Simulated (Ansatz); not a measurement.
# Nb (Im-3m) in Ansatz: equation of state

Aim: energy against volume of Nb in PBE, for its equilibrium volume and stiffness.

Everything below comes from runs of Ansatz 0.2.0. Logs are shortened: lines on timing, memory, paths and dates and some standing lists are left out, and cuts for length are marked.

**What was measured.**

“Pressure effects on the electronic structure and superconductivity of (TaNb)0.67(HfZrTi)0.33 high entropy alloy”, 2019, arxiv:1910.08312 quotes, for a bulk crystal of Nb: bulk modulus 169 GPa.

The runs below are set against these values where they give the same quantity.

## Step 1: Starting point

It takes space group Im-3m (No. 229, cubic). Conventional cell: a = 3.328 Å, b = 3.328 Å, c = 3.328 Å, α = 90.00°, β = 90.00°, γ = 90.00°. Nb (site symmetry m-3m) is surrounded by 8 Nb at 2.88 Å.

## Step 2: Equation of state, PBE

Potentials or basis: all-electron LAPW, scalar-relativistic.

This step only gathers the single runs of the series.

Results:

```
Equilibrium volume                      : 18.21 Å³/atom
Bulk modulus                            : 171 GPa
Pressure derivative of the bulk modulus : 3.3
```

Energy against volume, from the lowest point:
```csv
volume (Å³/atom),energy (meV/atom)
17.322,24.15
17.691,7.59
18.060,0.00
18.428,0.70
18.797,9.00
19.165,24.24
19.534,45.81
```

## Step 3: Against experiment

Step 2. Measured bulk modulus of Nb: 169 GPa (quoted in “Pressure effects on the electronic structure and superconductivity of (TaNb)0.67(HfZrTi)0.33 high entropy alloy”, 2019, arxiv:1910.08312). This calculation gives 171 GPa (+1.4 %). The fit is for a static lattice scaled at fixed shape and fixed fractional positions.
